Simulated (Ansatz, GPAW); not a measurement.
Given: the input of a run of Ansatz 0.2.0 on TaN. The cell comes from a database or a generator and needn't be the stable form of this composition.

Contents of input.yaml:

```yaml
crystal:
  lattice:
    - [0.0, 2.211323, 2.211323]
    - [2.211323, 0.0, 2.211323]
    - [2.211323, 2.211323, 0.0]
  atoms:
    - { symbol: Ta, position: [0.5, 0.5, 0.5] }
    - { symbol: "N", position: [0.0, 0.0, 0.0] }
hamiltonian:
  xc: pbe
  pseudopotentials: { kind: paw }
kpoints:
  mp_grid: { grid: [10, 10, 10] }
scf:
  occupations: { method: gaussian, width: 0.03 }
output:
  forces: true
  stress: true
  eigenvalues: true
```

Potentials or basis: Ansatz PAW.

Launch:

```bash
$ ansatz run input.yaml --threads 2 --pin off --max-ram 5632MiB --backend cpu --events-out ev --progress --plain --runs-dir out
```

Task: Translate it to GPAW 26.7.0 (ASE script). Potentials or basis there: GPAW PAW data sets (gpaw-data 1.2.1), cutoff 800 eV.

Result: As run (cutoffs and basis follow the program's own potentials, and thresholds, step limits or extra output files can differ):

File run.py:

```python
from ase import Atoms
from ase.dft.bandgap import bandgap
from ase.io import write
from ase.units import Bohr, GPa
from gpaw import GPAW, PW
from gpaw.elf import elf_from_dft_calculation

atoms = Atoms(['Ta', 'N'],
              cell=[[0.0, 2.211323, 2.211323],
                    [2.211323, 0.0, 2.211323],
                    [2.211323, 2.211323, 0.0]],
              scaled_positions=[[0.5, 0.5, 0.5],
                                [0.0, 0.0, 0.0]],
              pbc=True)

calc = GPAW(mode=PW(800),
            xc='PBE',
            kpts={'size': (10, 10, 10), 'gamma': True},
            occupations={'name': 'methfessel-paxton', 'order': 0, 'width': 0.03},
            nbands=19,
            convergence={'density': 1e-05, 'energy': 1e-05},
            maxiter=150,
            txt='gpaw.txt')
atoms.calc = calc
energy = atoms.get_potential_energy()
forces = atoms.get_forces()
stress = atoms.get_stress()
calc.write('gs.gpw')
write('result.traj', atoms)
print(f'Energy: {energy:.6f} eV')
print('Forces (eV/A):')
print(forces.round(4))
print('Stress (GPa):', (stress / GPa).round(3))
print('Fermi level:', round(calc.get_fermi_level(), 4), 'eV')
print(f'Gap: {bandgap(calc)[0]:.4f} eV, direct: {bandgap(calc, direct=True)[0]:.4f} eV')

# fields on the real-space grid
write('density.cube', atoms, data=calc.get_pseudo_density() * Bohr**3)
write('potential.cube', atoms, data=calc.get_electrostatic_potential())
write('elf.cube', atoms, data=elf_from_dft_calculation(calc).data)
```

Potentials or basis: GPAW PAW data sets (gpaw-data 1.2.1), pw.

Launch:

```bash
$ OMP_NUM_THREADS=1 python run.py
```

Both were run:

|  | Ansatz | GPAW |
| --- | --- | --- |
| Pressure | -1.4 GPa | -1.6 GPa |

Ansatz's pressure holds a Pulay term of +0.49 GPa for its cutoff of 420 eV, which the other run lacks.

Where Ansatz's input types no cutoff or centring, it takes its own default and a Γ-centred mesh.

Pressure is positive in compression.
